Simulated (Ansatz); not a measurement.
**CaSe in Ansatz: the effect of functional**

Crystal: CaSe.

```
CELL_PARAMETERS angstrom
0.00000 2.97558 2.97558
2.97558 0.00000 2.97558
2.97558 2.97558 0.00000
ATOMIC_POSITIONS crystal
Se 0.50000 0.50000 0.50000
Ca 0.00000 0.00000 0.00000
```

The cell isn't the ideal one: volume scaled by 1.02.

Alike in all runs:

- Program: Ansatz 0.2.0
- Task: single point
- Potentials or basis: Ansatz PAW
- k mesh: 8 × 8 × 8
- Occupations: fermi-dirac, width 0.05 eV
- Spin: no spin polarisation

```tsv
functional	cutoff	gap on the mesh (eV)	pressure (GPa)
LDA	420 eV (not typed: the program's choice for these potentials)	1.92	-4.0
PBEsol	420 eV (not typed: the program's choice for these potentials)	?	?
r2SCAN	500 eV (not typed: the program's choice for these potentials)	2.54	-0.4
```

Q: What does the run with functional PBEsol give?

A: gap on the mesh 1.98 eV; pressure -2.0 GPa.

Caveats: the PAW data sets come from PBE, with cores solved anew for the run's functional, which leaves a small shift of forces and pressure.

A k mesh can miss the band edges.
